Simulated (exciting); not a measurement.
The system is CaO.

```
Ca O
1.0
     0.00000    2.40356    2.40356
     2.40356    0.00000    2.40356
     2.40356    2.40356    0.00000
Ca O
1 1
Direct
  0.00000 0.00000 0.00000
  0.50000 0.50000 0.50000
```

The cell is a database's computed one.

Base run:

| Quantity | Value |
| --- | --- |
| Program | exciting (release sodium) |
| Functional | LDA |
| Potentials or basis | all-electron LAPW+lo, shipped species files, valence relativity iora* |
| rgkmax | 7.5 |
| k mesh | 10 × 10 × 10 |
| Occupations | fermi-dirac, width 0.05 eV |
| Spin | no spin polarisation |

Its results: band gap on the k mesh 3.48 eV, indirect (least direct gap 3.86 eV).

Problem. The run is repeated on the same cell with these changes: functional from LDA to PBE; occupations from fermi-dirac, width 0.05 eV to gaussian, width 0.011 eV. What comes out?

Solution. Band gap on the k mesh 3.66 eV, indirect (least direct gap 4.04 eV).

Not every run made on this cell is shown here.
